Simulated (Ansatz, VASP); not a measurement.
# Y in VASP and in Ansatz

```
Y
1.0
     0.00000    3.49535    3.49535
     3.49535    0.00000    3.49535
     3.49535    3.49535    0.00000
Y
2
Cartesian
  0.0000 0.0000 0.0000
  1.7477 1.7477 1.7477
```

Change from the starting cell: volume scaled by 0.98.

Alike in both runs: task single point; functional PBE; k mesh 9 × 9 × 9; occupations fermi-dirac, width 0.05 eV; no spin polarisation.

```csv
,VASP,Ansatz
version,VASP 6.6.1,Ansatz 0.2.0
potentials or method,"VASP PAW PBE potentials, release 64 (Y_sv), cutoff 520 eV","all-electron LAPW, scalar-relativistic"
```

```tsv
	VASP	Ansatz	Ansatz less VASP
pressure (GPa)	0.3	0.3	-0.01
```

Ansatz ran all-electron here, so the differences hold the error of VASP's frozen core and of both bases.
